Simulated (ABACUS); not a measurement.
# Si (Fd-3m) in ABACUS: equation of state

Aim: energy against volume of Si in PBE, for its equilibrium volume and stiffness.

All numbers are computed with ABACUS 3.10.1; they aren't measurements. Logs are shortened: lines on timing, memory, paths and dates and some standing lists are left out, and cuts for length are marked.

## (1) The structure

The structure is cubic, space group Fd-3m (No. 227). Conventional cell: a = 5.444 Å, b = 5.444 Å, c = 5.444 Å, α = 90.00°, β = 90.00°, γ = 90.00°. Around Si (site symmetry -43m) lie 4 Si at 2.36 Å.

## (2) Equation of state, PBE, 18.95 Å³/atom (volume scaled by 0.94)

Input file INPUT:

```
INPUT_PARAMETERS
suffix              Si
calculation         scf
basis_type          pw
pseudo_dir          ./
symmetry            1
dft_functional      pbe
ecutwfc             36
pseudo_rcut         10
nspin               1
nbands              8
ks_solver           dav
smearing_method     fd
smearing_sigma      0.00367493
scf_thr             1e-08
scf_nmax            100
mixing_type         broyden
mixing_beta         0.7
cal_force           1
cal_stress          1
kpar                4
```

Input file STRU:

```
ATOMIC_SPECIES
Si 28.0850 Si.upf

LATTICE_CONSTANT
1.8897261246

LATTICE_VECTORS
0.0000000000 2.6662876123 2.6662876123
2.6662876123 0.0000000000 2.6662876123
2.6662876123 2.6662876123 0.0000000000

ATOMIC_POSITIONS
Direct

Si
0.0
2
0.5000000000 0.5000000000 0.5000000000 1 1 1
0.7500000000 0.7500000000 0.7500000000 1 1 1
```

Input file KPT:

```
K_POINTS
0
Gamma
8 8 8 0 0 0
```

Potentials or basis: PseudoDojo NC SR 0.4.1 PBE standard, plane waves.

Run with:

```sh
$ OMP_NUM_THREADS=1 mpirun -np 4 abacus > log
```

running log:

```text
ABACUS v3.10.1

               Atomic-orbital Based Ab-initio Computation at UStc

 ------------------------------------------------------------------------------------

 READING GENERAL INFORMATION
                           global_out_dir = OUT.Si/
                           global_in_card = INPUT
                               pseudo_dir = ./
                              orbital_dir =
                                    DSIZE = 4
                                    GSIZE = 1

 READING UNITCELL INFORMATION
                                    ntype = 1
                  lattice constant (Bohr) = 1.88973
              lattice constant (Angstrom) = 1

 READING ATOM TYPE 1
                               atom label = Si
                      L=0, number of zeta = 1
                      L=1, number of zeta = 1
                      L=2, number of zeta = 1
             number of atom for this type = 2

                        TOTAL ATOM NUMBER = 2
DIRECT COORDINATES
    atom                   x                   y                   z     mag                  vx                  vy                  vz
taud_Si1            0.5000000000        0.5000000000        0.5000000000  0.0000        0.0000000000        0.0000000000        0.0000000000
taud_Si2            0.7500000000        0.7500000000        0.7500000000  0.0000        0.0000000000        0.0000000000        0.0000000000

                          Volume (Bohr^3) = 255.828
                             Volume (A^3) = 37.9097

 Lattice vectors: (Cartesian coordinate: in unit of a_0)
                   +0            +2.66629            +2.66629
             +2.66629                  +0            +2.66629
             +2.66629            +2.66629                  +0
 Reciprocal vectors: (Cartesian coordinate: in unit of 2 pi/a_0)
            -0.187527           +0.187527           +0.187527
            +0.187527           -0.187527           +0.187527
            +0.187527           +0.187527           -0.187527
 The esolver type has been set to : ksdft_pw

                PAO radial cut off (Bohr) = 10

 Read in pseudopotential file is Si.upf
                     pseudopotential type = NC
          exchange-correlation functional = PBE
                 nonlocal core correction = 1
                        valence electrons = 4
                                     lmax = 2
                           number of zeta = 2
                     number of projectors = 6
                           L of projector = 0
                           L of projector = 0
                           L of projector = 1
                           L of projector = 1
                           L of projector = 2
                           L of projector = 2
     initial pseudo atomic orbital number = 8

 SETUP THE ELECTRONS NUMBER
            electron number of element Si = 4
      total electron number of element Si = 8
            AUTOSET number of electrons:  = 8
                           occupied bands = 4
                                   NBANDS = 8
                                   NLOCAL = 18

 SETUP THE PLANE WAVE BASIS
 energy cutoff for charge/potential (unit:Ry) = 144
            fft grid for charge/potential = [ 27, 27, 27 ]
                        fft grid division = [ 1, 1, 1 ]
        big fft grid for charge/potential = [ 27, 27, 27 ]
                                     nbxx = 19683
                                     nrxx = 19683

 SETUP PLANE WAVES FOR CHARGE/POTENTIAL
                    number of plane waves = 7391
                         number of sticks = 499

 PARALLEL PW FOR CHARGE/POTENTIAL
     PROC   COLUMNS(POT)             PW
        1            499           7391
 --------------- sum -------------------
        1            499           7391
                            number of |g| = 125
                                  max |g| = 12.8005
                                  min |g| = 0

----------- Double Check Mixing Parameters Begin ------------
mixing_type: broyden
mixing_beta: 0.7
mixing_gg0: 1
mixing_gg0_min: 0.1
mixing_ndim: 8
----------- Double Check Mixing Parameters End ------------

 LATTICE VECTORS: (CARTESIAN COORDINATE: IN UNIT OF A0)
                   +0            +2.66629            +2.66629
             +2.66629                  +0            +2.66629
             +2.66629            +2.66629                  +0
                       right hand lattice = 1
                                   NORM_A = 3.7707
                                   NORM_B = 3.7707
                                   NORM_C = 3.7707
                           ALPHA (DEGREE) = 60
                           BETA  (DEGREE) = 60
                           GAMMA (DEGREE) = 60

 The lattice vectors have been changed (STRU_SIMPLE.cif)

(for optimal symmetric configuration:)
                             BRAVAIS TYPE = 3
                     BRAVAIS LATTICE NAME = 03. Cubic F (face-centered)
                                    ibrav = 3
                                    IBRAV = 3
                                  BRAVAIS = FACE CENTERED CUBIC
                       LATTICE CONSTANT A = 5.33258
Original cell was already a primitive cell.
                        ROTATION MATRICES = 48
              PURE POINT GROUP OPERATIONS = 24
                   SPACE GROUP OPERATIONS = 48
                                       C2 = 3
                                       C3 = 8
                                       C4 = 0
                                       C6 = 0
                                       S1 = 6
                                       S3 = 0
                                       S4 = 6
                                       S6 = 0
                              POINT GROUP = T_d
               POINT GROUP IN SPACE GROUP = O_h

 SETUP K-POINTS
                                    nspin = 1
                   Input type of k points = Monkhorst-Pack(Gamma)
                                   nkstot = 512
                       right hand lattice = 1
(for reciprocal lattice: )
                             BRAVAIS TYPE = 2
                     BRAVAIS LATTICE NAME = 02. Cubic I (body-centered)
                                    ibrav = 2
                       right hand lattice = 1
(for k-lattice: )
                             BRAVAIS TYPE = 2
                     BRAVAIS LATTICE NAME = 02. Cubic I (body-centered)
                                    ibrav = 2
                       right hand lattice = 1
                        ROTATION MATRICES = 48
                               nkstot_ibz = 29
K-POINTS REDUCTION ACCORDING TO SYMMETRY
     IBZ    DIRECT_X    DIRECT_Y    DIRECT_Z  WEIGHT  ibz2bz
       1  0.00000000  0.00000000  0.00000000  0.0020       0
       2  0.12500000  0.12500000  0.12500000  0.0156       1
       3  0.25000000  0.25000000  0.25000000  0.0156       2
       4  0.37500000  0.37500000  0.37500000  0.0156       3
       5  0.50000000  0.50000000  0.50000000  0.0078       4
       6  0.12500000  0.12500000  0.00000000  0.0117       9
[... 21 lines left out ...]
      28 -0.12500000  0.50000000  0.37500000  0.0234     101
      29  0.50000000  0.25000000 -0.25000000  0.0117     166

                               nkstot now = 29
[... K-POINTS DIRECT COORDINATES: 29 rows ...]

           k-point number in this process = 8
       minimum distributed K point number = 7
[... stars of the k points ...]

[... K-POINTS CARTESIAN COORDINATES: 8 rows ...]

[... K-POINTS DIRECT COORDINATES: 8 rows ...]

 SETUP PLANE WAVES FOR WAVE FUNCTIONS
     energy cutoff for wavefunc (unit:Ry) = 36
              fft grid for wave functions = [ 27, 27, 27 ]
                    number of plane waves = 1243
                         number of sticks = 151

 PARALLEL PW FOR WAVE FUNCTIONS
     PROC   COLUMNS(POT)             PW
        1            151           1243
 --------------- sum -------------------
        1            151           1243

 SETUP NONLOCAL PSEUDOPOTENTIALS IN PLANE WAVE BASIS
 Si non-local projectors:
 projector 1 L=0
 projector 2 L=0
 projector 3 L=1
 projector 4 L=1
 projector 5 L=2
 projector 6 L=2
      TOTAL NUMBER OF NONLOCAL PROJECTORS = 36

 Init Non-Local PseudoPotential table :
 Init Non-Local-Pseudopotential done.

                                     npwx = 941

 Make real space PAO into reciprocal space.
       max mesh points in Pseudopotential = 1001
     dq(describe PAO in reciprocal space) = 0.01
                                    max q = 724

 number of pseudo atomic orbitals for Si is 2
WARNING: norm of atomic wavefunction # 2 of atomic type Si is 0.999847, renormalized

 -------------------------------------------
 SELF-CONSISTENT
 -------------------------------------------
                                 init_chg = atomic

 PW ALGORITHM --------------- ION=   1  ELEC=   1--------------------------------
 Notice: Threshold on eigenvalues was too large.
 hsover_error=0.08 > DRHO=0.0627688
 Origin diag ethr = 0.01
 New diag ethr = 0.00078461

 Density error is 0.0620670954653
                          Error Threshold = 0.000784609852211
----------------------------------------------------------
     Energy           Rydberg                 eV
----------------------------------------------------------
 E_KohnSham     -16.9184301055       -230.1870506494
 E_Harris       -16.6999804077       -227.2148900334
 E_Fermi        0.4885463284         6.6470138034
----------------------------------------------------------
[... 51 lines left out ...]
 Density error is 1.3785589544e-09
                          Error Threshold = 6.89340627251e-10
----------------------------------------------------------
     Energy           Rydberg                 eV
----------------------------------------------------------
 E_KohnSham     -16.9198872892       -230.2068766512
 E_KS(sigma->0) -16.9198848551       -230.2068435331
 E_Harris       -16.9199033751       -230.2070955113
 E_band         0.9333211477         12.6984856724
 E_one_elec     5.3834027001         73.2449513493
 E_Hartree      1.0488270645         14.2700242939
 E_xc           -6.2462560349        -84.9846732410
 E_Ewald        -17.1058561507       -232.7371128172
 E_entropy(-TS) -0.0000048683        -0.0000662361
 E_descf        0.0000000000         0.0000000000
 E_exx          0.0000000000         0.0000000000
 E_Fermi        0.5186101402         7.0560529468
----------------------------------------------------------

 charge density convergence is achieved
 final etot is -230.20687665 eV
 EFERMI = 7.0560529468 eV

 STATE ENERGY(eV) AND OCCUPATIONS    NSPIN == 1
 1/8 kpoint (Cartesian) = 0.0000 0.0000 0.0000 (941 pws)
       1       -5.53143     0.00390625
       2        6.81870     0.00387265
       3        6.81870     0.00387265
       4        6.81870     0.00387265
       5        9.39414    1.92029e-23
       6        9.39414    1.92029e-23
       7        9.39414    1.92029e-23
       8        10.7958    1.28424e-35
[... 41 lines left out ...]
 6/8 kpoint (Cartesian) = 0.0000 0.0000 0.046882 (937 pws)
       1       -5.24564      0.0234375
       2        5.52727      0.0234375
       3        5.95823      0.0234375
       4        5.95823      0.0234375
       5        8.81684    1.19093e-17
       6        10.6028    3.66058e-33
       7        10.6028    3.66058e-33
       8        11.6499    2.93880e-42

[... levels at 2 further k points ...]

------------------------------------------------------------------------------------------
 TOTAL-FORCE (eV/Angstrom)
------------------------------------------------------------------------------------------
                       Si1         0.0000000000         0.0000000000         0.0000000000
                       Si2         0.0000000000         0.0000000000         0.0000000000
------------------------------------------------------------------------------------------

----------------------------------------------------------------
 TOTAL-STRESS (KBAR)
----------------------------------------------------------------
        78.5077656020         0.0000000000        -0.0000000000
         0.0000000000        78.5077656020        -0.0000000000
         0.0000000000        -0.0000000000        78.5077656020
----------------------------------------------------------------
 TOTAL-PRESSURE: 78.507766 KBAR

 --------------------------------------------
 !FINAL_ETOT_IS -230.2068766511995364 eV
 --------------------------------------------
```

Run time: 3 s. Hardware: 4 MPI ranks of Intel Xeon Platinum 8259CL at 2.50GHz (Skylake/Cascade Lake), shared host; peak memory 0.24 GiB.

What came out:

```yaml
Free_energy: -230.2069 eV
Pressure: 7.9 GPa
Band_gap_on_the_k_mesh: 0.52 eV, indirect (least direct gap 2.58 eV)
```

## (3) Equation of state, PBE, 19.36 Å³/atom (volume scaled by 0.96)

INPUT is that of step 2.

Input file STRU:

```
ATOMIC_SPECIES
Si 28.0850 Si.upf

LATTICE_CONSTANT
1.8897261246

LATTICE_VECTORS
0.0000000000 2.6850649043 2.6850649043
2.6850649043 0.0000000000 2.6850649043
2.6850649043 2.6850649043 0.0000000000

ATOMIC_POSITIONS
Direct

Si
0.0
2
0.5000000000 0.5000000000 0.5000000000 1 1 1
0.7500000000 0.7500000000 0.7500000000 1 1 1
```

KPT is that of step 2.

Potentials or basis: PseudoDojo NC SR 0.4.1 PBE standard, plane waves.

Run with:

```sh
$ OMP_NUM_THREADS=1 mpirun -np 4 abacus > log
```

It took 2.6 s on 4 MPI ranks of Intel Xeon Platinum 8259CL at 2.50GHz (Skylake/Cascade Lake), shared host; peak memory 0.2 GiB.

Results (log left out):

```yaml
Free_energy: -230.2403 eV
Pressure: 5.4 GPa
Band_gap_on_the_k_mesh: 0.56 eV, indirect (least direct gap 2.57 eV)
```

[end of part 1 of 2]
